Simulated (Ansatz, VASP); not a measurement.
One calculation of KBr, two programs

```
K Br
1.0
     0.00000    3.71469    3.71469
     3.71469    0.00000    3.71469
     3.71469    3.71469    0.00000
K Br
1 1
Direct
  0.00000 0.00000 0.00000
  0.25000 0.25000 0.25000
```

Alike in both runs: task electric field gradients; functional PBE; k mesh 11 × 11 × 11; occupations fermi-dirac, width 0.08 eV; no spin polarisation.

```csv
,VASP,Ansatz
version,VASP 6.6.1,Ansatz 0.2.0
potentials or method,"VASP PAW PBE potentials, release 64 (K_sv, Br)","PAW with Ansatz's default frozen-core files, scalar-relativistic"
plane-wave cutoff (eV),520,420
valence electrons in the cell,16,16
```

|  | VASP | Ansatz | Ansatz less VASP |
| --- | --- | --- | --- |
| gap on the k mesh at the Fermi level (eV) | 4.24 | 4.24 | +0.001 |
| pressure (GPa) | 0.1 | 0.0 | -0.02 |
| Vzz of the field gradient on the site that differs most (V/Å²) | 0.0 | 0.0 | 0.00 |

With one functional, cell and mesh, what is left measures potentials, basis and numerics.

Caveats: an odd mesh through Γ misses points on the zone boundary, where band edges often lie.
